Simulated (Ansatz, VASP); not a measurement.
One calculation of TiAl, two programs

Contents of POSCAR:

```
TiAl
1.0
    3.1790640000      0.0000000000      0.0000000000
    0.0000000000      3.1790640000      0.0000000000
    0.0000000000      0.0000000000      3.1790640000
Ti Al
1 1
Direct
    0.0000000000      0.0000000000      0.0000000000
    0.5000000000      0.5000000000      0.5000000000
```

The input INCAR.step1:

```
SYSTEM = TiAl
PREC = Accurate ; ENCUT = 520
ISMEAR = 0 ; SIGMA = 0.15
LREAL = .FALSE. ; LASPH = .TRUE.
NELM = 100 ; NBANDS = 14
GGA = PE ; ALGO = Normal
EDIFF = 1E-4 ; LWAVE = .TRUE.
LCHARG = .FALSE.
```

The input INCAR.step2:

```
SYSTEM = TiAl
PREC = Accurate ; ENCUT = 520
EDIFF = 1E-7 ; ISMEAR = 0
SIGMA = 0.15 ; LREAL = .FALSE.
LASPH = .TRUE. ; NELM = 100
ALGO = Normal ; ISIF = 2
LWAVE = .FALSE. ; LCHARG = .FALSE.
METAGGA = R2SCAN ; LMIXTAU = .TRUE.
NBANDS = 14 ; ISTART = 1
```

Contents of KPOINTS:

```
regular mesh
0
G
  16 16 16
  0 0 0
```

Input for Ansatz:

```yaml
crystal:
  lattice:
    - [3.179064, 0.0, 0.0]
    - [0.0, 3.179064, 0.0]
    - [0.0, 0.0, 3.179064]
  atoms:
    - { symbol: Ti, position: [0.0, 0.0, 0.0] }
    - { symbol: Al, position: [0.5, 0.5, 0.5] }
basis:
  ecutwfc: 500
kpoints:
  mp_grid: { grid: [16, 16, 16] }
hamiltonian:
  xc: r2scan
scf:
  occupations: { method: gaussian, width: 0.15 }
output:
  forces: true
  stress: true
  eigenvalues: true
```

The cell comes from a database or a generator and needn't be the stable form of this composition.

Alike in both runs: task single point; functional r2SCAN; k mesh 16 × 16 × 16; occupations gaussian, width 0.15 eV; no spin polarisation.

```csv
,VASP,Ansatz
version,VASP 6.6.1,Ansatz 0.2.0
potentials or method,"VASP PAW PBE potentials, release 64 (Ti_sv, Al)","scalar-relativistic, plane waves, PAW"
plane-wave cutoff (eV),520,500
valence electrons in the cell,15,15
```

Ansatz gave:

| Quantity | Value |
| --- | --- |
| gap on the k mesh at the Fermi level (eV) | none |
| pressure (GPa) | -0.8 |

Q: What did VASP give for the same quantities?

A: gap on the k mesh at the Fermi level (eV): none; pressure (GPa): -0.7.

A gap of «none» marks a metal or a gap that the smearing closes. The functional is the same, so the differences come from potentials, cutoffs and numerics.

Caveats: the PAW data sets were made with another functional, which shifts forces and pressure a little (VASP).
